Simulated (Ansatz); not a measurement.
# BeS (F-43m): a volume series of phonon spectra, part 3 of 4

Aim: how the vibrations of BeS shift with volume, and the expansion that follows.

Measurements to reproduce:
- heat capacity C_P per formula unit 34.2 J/mol/K and bulk modulus 105 GPa near room temperature (given in “High-Throughput Prediction of Finite-Temperature Properties using the Quasi-Harmonic Approximation”, 2016, arXiv:1603.06924)

Ansatz 0.2.0; DFT LDA, scalar-relativistic, plane waves, PAW.

So far. Step 5 (Phonons, V/V0 1): No mode is imaginary beyond numerical noise at the solved wavevectors. Step 6 (Single point at a scaled cell, V/V0 1.015): At this level the gap is 2.86 eV on the k-mesh of the self-consistent run, which can miss the band edges.

The database entry behind the starting cell differs from later determinations by our own check (0.1 to 0.3 % short, probably kX units), so it need not match the best structure at ambient conditions.

## (7) Phonons, V/V0 1.015

The same q-mesh and k-mesh are kept at every volume, so that much of their error can cancel in the differences.

input.yaml reads:

```yaml
crystal:
  lattice:
    - [0.0, 2.4101329851, 2.4101329851]
    - [2.4101329851, 0.0, 2.4101329851]
    - [2.4101329851, 2.4101329851, 0.0]
  atoms:
    - { symbol: Be, position: [0.0, 0.0, 0.0] }
    - { symbol: S, position: [0.25, 0.25, 0.25] }
kpoints:
  mp_grid: { grid: [8, 8, 8] }
hamiltonian:
  xc: lda
scf:
  occupations: { method: fixed }
output:
  eigenvalues: true
phonons:
  method: dfpt
  dielectric: true
  rigid_motions: translations
  qmesh: [4, 4, 4]
  temperatures: { t_max: 1000, t_step: 50 }
  qpath:
    path:
      - [[0.0, 0.0, 0.0], [-0.5, -0.5, 0.0], [-0.375, -0.375, 0.25]]
      - [[-0.375, 0.0, 0.375], [0.0, 0.0, 0.0], [0.0, 0.0, 0.5], [-0.5, -0.25, 0.25], [-0.5, -0.5, 0.0]]
    npoints: 10
```

On the command line:

```bash
> ansatz run input.yaml --threads 4 --pin off --max-ram 8192MiB --backend cpu --events-out ev --progress --plain --runs-dir out
```

Numbers of over 12 decimals in the logs are rounded to 6 here.

Output:

```text
[...]
Crystal: 2 atoms, lattice volume = 28.000 Å³
Basis set: ecut = 420 eV, 537 PW (Γ), exchange–correlation on 48×48×48 points (8 copies of the dense FFT grid, shifted against one another)
Bands: 8, of which v1, the nominal top of the filled ones, is band 4 counted from 1 (3 counted from 0)
Symmetry: 24 space group operations
k-points: 95 of 512 (irreducible under 4 space group operations, time reversal used)
[...]
optical modes at Γ + LO–TO along q̂ = [0.0000, 1.0000, 0.0000]:
      ω (cm⁻¹)  modes    IR ((D/Å)²/amu)
        580.40      2            15.9052
        670.09      1             7.9526
  optical modes at Γ + LO–TO along q̂ = [0.0000, 0.0000, 1.0000]:
      ω (cm⁻¹)  modes    IR ((D/Å)²/amu)
        580.40      2            15.9052
        670.09      1             7.9526
--- Phonons (arbitrary-q DFPT): 8 irreducible q on the 4×4×4 mesh ---
[...]
interpolated dispersion: 63 rows × 6 modes
[...]
[key lines of the parts left out:]
SCF converged after 8 iterations
Free energy (F): -960.016954 eV
Fermi energy:    5.378698 eV
```

Run time: 17 s. Hardware: 4 threads of Arm Neoverse V2, shared host; peak memory 0.59 GiB; 63 s of CPU time.

LO-TO term included. Phonon branches along the path, in cm⁻¹:

```
    point  branch 1  branch 2  branch 3  branch 4  branch 5  branch 6
        Γ         0         0         0       580       580       670
  halfway       173       173       258       548       548       667
        X       230       230       372       526       526       665
  halfway       228       253       363       528       528       649
        U       220       293       343       533       534       618
jump to K       220       293       343       533       534       618
  halfway       146       203       267       563       566       629
        Γ         0         0         0       580       580       670
  halfway       124       124       254       567       567       649
        L       163       163       369       562       562       620
  halfway       206       249       350       542       561       596
        W       271       281       330       533       558       582
  halfway       250       251       356       530       532       634
        X       230       230       372       526       526       665
```

The phonon branches as a text plot (rows in cm⁻¹):

```
    656 |***************         ************                 ***
    628 |               ***     *            ******          *
    600 |                  *****                   ******  **
    572 |****                  ****************************
    544 |    *****       *******                   ***********
    517 |         *******                                     ***
    489 |
    461 |
    433 |
    405 |
    377 |           ****                        ****           **
    349 |         **    ***                    *    *****   ***
    321 |        *         ****               *          ***
    293 |       *        ****  *             *          ***
    265 |      *       **    ** *           *          * *****
    237 |         *******      * *                   ** *     ***
    209 |    ** **       ****   *          *        * **
    181 |      *             ***  **              ****
    154 |   ***                 **        *  ******
    126 |  *                     ****    *  *
     98 |   *                     ***      *
     70 | **                        **  * *
     42 | *                          *  **
     14 |*                            **
         Γ           X  U|K            Γ         L        W     X
```

No mode is imaginary beyond numerical noise at the solved wavevectors. The highest zone-centre mode (no LO–TO term) moved by -2.1 % for a volume change of +1.5 %.

## (8) A cell at another volume, V/V0 0.985

Symmetry fixes every atom, so a single point at the scaled cell gives the energy and pressure of this member.

The cell differs from the one that the last finished run ended in (a 3.408 → 3.375 Å, b 3.408 → 3.375 Å, c 3.408 → 3.375 Å).

input.yaml, the sections that differ from step 7:

```yaml
crystal:
  lattice:
    - [0.0, 2.3861499714, 2.3861499714]
    - [2.3861499714, 0.0, 2.3861499714]
    - [2.3861499714, 2.3861499714, 0.0]
  atoms:
    - { symbol: Be, position: [0.0, 0.0, 0.0] }
    - { symbol: S, position: [0.25, 0.25, 0.25] }
output:
  forces: true
  stress: true
  eigenvalues: true
# kpoints, hamiltonian, scf: as in step 7
# phonons: removed
```

Output:

```text
[...]
Crystal: 2 atoms, lattice volume = 27.172 Å³
Basis set: ecut = 420 eV, 531 PW (Γ)
Bands: 8, of which v1, the nominal top of the filled ones, is band 4 counted from 1 (3 counted from 0)
Symmetry: 24 space group operations
[...]
k-points: 29 of 512 (time reversal used)
[...]
Free energy (F): -960.016874 eV
[...]
Internal energy: -960.016874 eV  (E = F + TS)
E sigma→0 (E₀):  -960.016874 eV
Fermi energy:    5.735419 eV
[...]
--- Stress (GPa, compression-positive) ---
        1.584942       0.000000      -0.000000
        0.000000       1.584942       0.000000
       -0.000000       0.000000       1.584942
  P = ⅓ Tr σ = 1.5849 GPa (15.849 kbar)
--- Band table (eV; the first three rows and the last of 29) ---
[...]
[key lines of the parts left out:]
SCF converged after 6 iterations
```

It took 0.75 s on 4 threads; peak memory 0.26 GiB; 1.2 s of CPU time.

The run ends at a pressure of 1.58 GPa.

## (9) Lattice dynamics at this volume, V/V0 0.985

The same q-mesh and k-mesh are kept at every volume, so that much of their error can cancel in the differences.

input.yaml, the sections that differ from step 8:

```yaml
output:
  eigenvalues: true
phonons:
  method: dfpt
  dielectric: true
  rigid_motions: translations
  qmesh: [4, 4, 4]
  temperatures: { t_max: 1000, t_step: 50 }
  qpath:
    path:
      - [[0.0, 0.0, 0.0], [-0.5, -0.5, 0.0], [-0.375, -0.375, 0.25]]
      - [[-0.375, 0.0, 0.375], [0.0, 0.0, 0.0], [0.0, 0.0, 0.5], [-0.5, -0.25, 0.25], [-0.5, -0.5, 0.0]]
    npoints: 10
# crystal, kpoints, hamiltonian, scf: as in step 8
```

Output:

```text
[...]
Crystal: 2 atoms, lattice volume = 27.172 Å³
Basis set: ecut = 420 eV, 531 PW (Γ), exchange–correlation on 48×48×48 points (8 copies of the dense FFT grid, shifted against one another)
Bands: 8, of which v1, the nominal top of the filled ones, is band 4 counted from 1 (3 counted from 0)
Symmetry: 24 space group operations
k-points: 95 of 512 (irreducible under 4 space group operations, time reversal used)
[...]
optical modes at Γ + LO–TO along q̂ = [0.0000, 1.0000, 0.0000]:
      ω (cm⁻¹)  modes    IR ((D/Å)²/amu)
        605.73      2            15.1574
        689.86      1             7.5787
  optical modes at Γ + LO–TO along q̂ = [0.0000, 0.0000, 1.0000]:
      ω (cm⁻¹)  modes    IR ((D/Å)²/amu)
        605.73      2            15.1574
        689.86      1             7.5787
--- Phonons (arbitrary-q DFPT): 8 irreducible q on the 4×4×4 mesh ---
[...]
interpolated dispersion: 63 rows × 6 modes
[...]
[key lines of the parts left out:]
SCF converged after 8 iterations
Free energy (F): -960.016877 eV
Fermi energy:    5.735403 eV
```

The job ended after 17 s (4 threads; peak memory 0.57 GiB).

No mode is imaginary beyond numerical noise at the solved wavevectors. The highest zone-centre mode (no LO–TO term) moved by +2.2 % for a volume change of -1.5 %.

## (10) A cell at another volume, V/V0 1.03

Symmetry fixes every atom, so a single point at the scaled cell gives the energy and pressure of this member.

input.yaml, the sections that differ from step 9:

```yaml
crystal:
  lattice:
    - [0.0, 2.4219475513, 2.4219475513]
    - [2.4219475513, 0.0, 2.4219475513]
    - [2.4219475513, 2.4219475513, 0.0]
  atoms:
    - { symbol: Be, position: [0.0, 0.0, 0.0] }
    - { symbol: S, position: [0.25, 0.25, 0.25] }
output:
  forces: true
  stress: true
  eigenvalues: true
# kpoints, hamiltonian, scf: as in step 9
# phonons: removed
```

Output:

```text
[...]
Crystal: 2 atoms, lattice volume = 28.413 Å³
Basis set: ecut = 420 eV, 537 PW (Γ)
Bands: 8, of which v1, the nominal top of the filled ones, is band 4 counted from 1 (3 counted from 0)
Symmetry: 24 space group operations
[...]
k-points: 29 of 512 (time reversal used)
[...]
Free energy (F): -960.011320 eV
[...]
Internal energy: -960.011320 eV  (E = F + TS)
E sigma→0 (E₀):  -960.011320 eV
Fermi energy:    5.208305 eV
[...]
--- Stress (GPa, compression-positive) ---
       -2.858953      -0.000000      -0.000000
       -0.000000      -2.858953       0.000000
       -0.000000       0.000000      -2.858953
  P = ⅓ Tr σ = -2.8590 GPa (-28.590 kbar)
--- Band table (eV; the first three rows and the last of 29) ---
[...]
[key lines of the parts left out:]
SCF converged after 6 iterations
```

The job ended after 0.29 s (4 threads; peak memory 0.26 GiB; 0.74 s of CPU time).

The run ends at a pressure of -2.86 GPa.

## (11) Lattice dynamics at this volume, V/V0 1.03

Phonons at this volume give one point of F(V, T); meshes stay fixed along the series.

input.yaml, the sections that differ from step 10:

```yaml
output:
  eigenvalues: true
phonons:
  method: dfpt
  dielectric: true
  rigid_motions: translations
  qmesh: [4, 4, 4]
  temperatures: { t_max: 1000, t_step: 50 }
  qpath:
    path:
      - [[0.0, 0.0, 0.0], [-0.5, -0.5, 0.0], [-0.375, -0.375, 0.25]]
      - [[-0.375, 0.0, 0.375], [0.0, 0.0, 0.0], [0.0, 0.0, 0.5], [-0.5, -0.25, 0.25], [-0.5, -0.5, 0.0]]
    npoints: 10
# crystal, kpoints, hamiltonian, scf: as in step 10
```

Output:

```text
[...]
Crystal: 2 atoms, lattice volume = 28.413 Å³
Basis set: ecut = 420 eV, 537 PW (Γ), exchange–correlation on 48×48×48 points (8 copies of the dense FFT grid, shifted against one another)
Bands: 8, of which v1, the nominal top of the filled ones, is band 4 counted from 1 (3 counted from 0)
Symmetry: 24 space group operations
k-points: 95 of 512 (irreducible under 4 space group operations, time reversal used)
[...]
optical modes at Γ + LO–TO along q̂ = [0.0000, 1.0000, 0.0000]:
      ω (cm⁻¹)  modes    IR ((D/Å)²/amu)
        568.20      2            16.2694
        660.64      1             8.1347
  optical modes at Γ + LO–TO along q̂ = [0.0000, 0.0000, 1.0000]:
      ω (cm⁻¹)  modes    IR ((D/Å)²/amu)
        568.20      2            16.2694
        660.64      1             8.1347
--- Phonons (arbitrary-q DFPT): 8 irreducible q on the 4×4×4 mesh ---
[...]
interpolated dispersion: 63 rows × 6 modes
[...]
[key lines of the parts left out:]
SCF converged after 8 iterations
Free energy (F): -960.011323 eV
Fermi energy:    5.208262 eV
```

The job ended after 17 s (4 threads; peak memory 0.59 GiB).

LO-TO term included. The phonon branches at the labelled points (cm⁻¹):

```csv
point,branch 1,branch 2,branch 3,branch 4,branch 5,branch 6
Γ,0,0,0,568,568,661
halfway,172,172,254,535,535,658
X,231,231,366,512,512,656
halfway,229,253,358,514,514,640
U,221,292,338,519,520,608
jump to K,221,292,338,519,520,608
halfway,146,201,263,550,554,619
Γ,0,0,0,568,568,661
halfway,124,124,250,555,555,639
L,164,164,364,548,548,610
halfway,206,248,346,528,547,586
W,270,280,325,519,543,572
halfway,250,251,350,515,518,624
X,231,231,366,512,512,656
```

The phonon branches as a text plot (rows in cm⁻¹):

```
    647 |***************         ************                 ***
    619 |               ***     *            ******          *
    592 |                  *****                   ******   *
    564 |****                   **************           ***
    537 |    ****          ******             ***************
    509 |        **********                            **********
    482 |
    454 |
    427 |
    399 |
    372 |           ***                         ****           **
    344 |         **   ****                    *    *****   ***
    317 |        *         ****               *          ***
    289 |       *        ****  *             *          ****
    261 |      *       **    ** *           *         ** *****
    234 |         *********    * *                   * **     ***
    206 |    ** **         **   *          *        * *
    179 |      *             ***  **              ****
    151 |   ***                 **        *  *****
    124 |  **                    ****       *
     96 |                         ***    * *
     69 | **                        **  ***
     41 | *                          *  *
     14 |*                            **
         Γ           X  U|K            Γ         L        W     X
```

No mode is imaginary beyond numerical noise at the solved wavevectors. The highest zone-centre mode (no LO–TO term) moved by -4.2 % for a volume change of +3.0 %.

## (12) A cell at another volume, V/V0 0.97

Symmetry fixes every atom, so a single point at the scaled cell gives the energy and pressure of this member.

The cell differs from the one that the last finished run ended in (a 3.425 → 3.357 Å, b 3.425 → 3.357 Å, c 3.425 → 3.357 Å).

input.yaml, the sections that differ from step 11:

```yaml
crystal:
  lattice:
    - [0.0, 2.373975525, 2.373975525]
    - [2.373975525, 0.0, 2.373975525]
    - [2.373975525, 2.373975525, 0.0]
  atoms:
    - { symbol: Be, position: [0.0, 0.0, 0.0] }
    - { symbol: S, position: [0.25, 0.25, 0.25] }
output:
  forces: true
  stress: true
  eigenvalues: true
# kpoints, hamiltonian, scf: as in step 11
# phonons: removed
```

Output:

```text
[...]
Crystal: 2 atoms, lattice volume = 26.758 Å³
Basis set: ecut = 420 eV, 531 PW (Γ)
Bands: 8, of which v1, the nominal top of the filled ones, is band 4 counted from 1 (3 counted from 0)
Symmetry: 24 space group operations
[...]
k-points: 29 of 512 (time reversal used)
[...]
Free energy (F): -960.010602 eV
[...]
Internal energy: -960.010602 eV  (E = F + TS)
E sigma→0 (E₀):  -960.010602 eV
Fermi energy:    5.922154 eV
[...]
--- Stress (GPa, compression-positive) ---
        3.291916       0.000000      -0.000000
       -0.000000       3.291916       0.000000
       -0.000000       0.000000       3.291916
  P = ⅓ Tr σ = 3.2919 GPa (32.919 kbar)
--- Band table (eV; the first three rows and the last of 29) ---
[...]
[key lines of the parts left out:]
SCF converged after 6 iterations
```

The job ended after 0.29 s (4 threads; peak memory 0.26 GiB).

The run ends at a pressure of 3.29 GPa.

## (13) Phonons, V/V0 0.97

The same q-mesh and k-mesh are kept at every volume, so that much of their error can cancel in the differences.

input.yaml, the sections that differ from step 12:

```yaml
output:
  eigenvalues: true
phonons:
  method: dfpt
  dielectric: true
  rigid_motions: translations
  qmesh: [4, 4, 4]
  temperatures: { t_max: 1000, t_step: 50 }
  qpath:
    path:
      - [[0.0, 0.0, 0.0], [-0.5, -0.5, 0.0], [-0.375, -0.375, 0.25]]
      - [[-0.375, 0.0, 0.375], [0.0, 0.0, 0.0], [0.0, 0.0, 0.5], [-0.5, -0.25, 0.25], [-0.5, -0.5, 0.0]]
    npoints: 10
# crystal, kpoints, hamiltonian, scf: as in step 12
```

Output:

```text
[...]
Crystal: 2 atoms, lattice volume = 26.758 Å³
Basis set: ecut = 420 eV, 531 PW (Γ), exchange–correlation on 48×48×48 points (8 copies of the dense FFT grid, shifted against one another)
Bands: 8, of which v1, the nominal top of the filled ones, is band 4 counted from 1 (3 counted from 0)
Symmetry: 24 space group operations
k-points: 95 of 512 (irreducible under 4 space group operations, time reversal used)
[...]
optical modes at Γ + LO–TO along q̂ = [0.0000, 1.0000, 0.0000]:
      ω (cm⁻¹)  modes    IR ((D/Å)²/amu)
        618.90      2            14.7733
        700.22      1             7.3866
  optical modes at Γ + LO–TO along q̂ = [0.0000, 0.0000, 1.0000]:
      ω (cm⁻¹)  modes    IR ((D/Å)²/amu)
        618.90      2            14.7733
        700.22      1             7.3866
--- Phonons (arbitrary-q DFPT): 8 irreducible q on the 4×4×4 mesh ---
[...]
interpolated dispersion: 63 rows × 6 modes
[...]
[key lines of the parts left out:]
SCF converged after 7 iterations
Free energy (F): -960.010605 eV
Fermi energy:    5.922146 eV
```

Wall time 17 s (4 threads); peak memory 0.57 GiB.

No mode is imaginary beyond numerical noise at the solved wavevectors. The highest zone-centre mode (no LO–TO term) moved by +4.4 % for a volume change of -3.0 %.

## (14) Single point at a scaled cell, V/V0 1.05

Symmetry fixes every atom, so a single point at the scaled cell gives the energy and pressure of this member.

The cell differs from the one that the last finished run ended in (a 3.357 → 3.447 Å, b 3.357 → 3.447 Å, c 3.357 → 3.447 Å).

input.yaml, the sections that differ from step 13:

```yaml
crystal:
  lattice:
    - [0.0, 2.4375232048, 2.4375232048]
    - [2.4375232048, 0.0, 2.4375232048]
    - [2.4375232048, 2.4375232048, 0.0]
  atoms:
    - { symbol: Be, position: [0.0, 0.0, 0.0] }
    - { symbol: S, position: [0.25, 0.25, 0.25] }
output:
  forces: true
  stress: true
  eigenvalues: true
# kpoints, hamiltonian, scf: as in step 13
# phonons: removed
```

Output:

```text
[...]
Crystal: 2 atoms, lattice volume = 28.965 Å³
Basis set: ecut = 420 eV, 537 PW (Γ)
Bands: 8, of which v1, the nominal top of the filled ones, is band 4 counted from 1 (3 counted from 0)
Symmetry: 24 space group operations
[...]
k-points: 29 of 512 (time reversal used)
[...]
Free energy (F): -959.998521 eV
[...]
Internal energy: -959.998521 eV  (E = F + TS)
E sigma→0 (E₀):  -959.998521 eV
Fermi energy:    4.988747 eV
[...]
--- Stress (GPa, compression-positive) ---
       -4.547994       0.000000      -0.000000
        0.000000      -4.547994       0.000000
       -0.000000       0.000000      -4.547994
  P = ⅓ Tr σ = -4.5480 GPa (-45.480 kbar)
--- Band table (eV; the first three rows and the last of 29) ---
[...]
[key lines of the parts left out:]
SCF converged after 6 iterations
```

The job ended after 0.29 s (4 threads; peak memory 0.26 GiB; 0.75 s of CPU time).

The run ends at a pressure of -4.55 GPa.

(Continued in part 4 of 4.)

[Logs are printed without paths, hosts, clocks, repeated set-up lines and the standing remarks that a program may print on its own settings, such as how far it seeks lower states.]

[Hosts, paths, dates, database ids (printed as entryN), source tags and the programs' standing remarks are cut or masked in the printed files.]

[A step with changed settings may run another functional than the one named; its input shows which.]

[Of the runs on displaced cells, only some may be shown.]
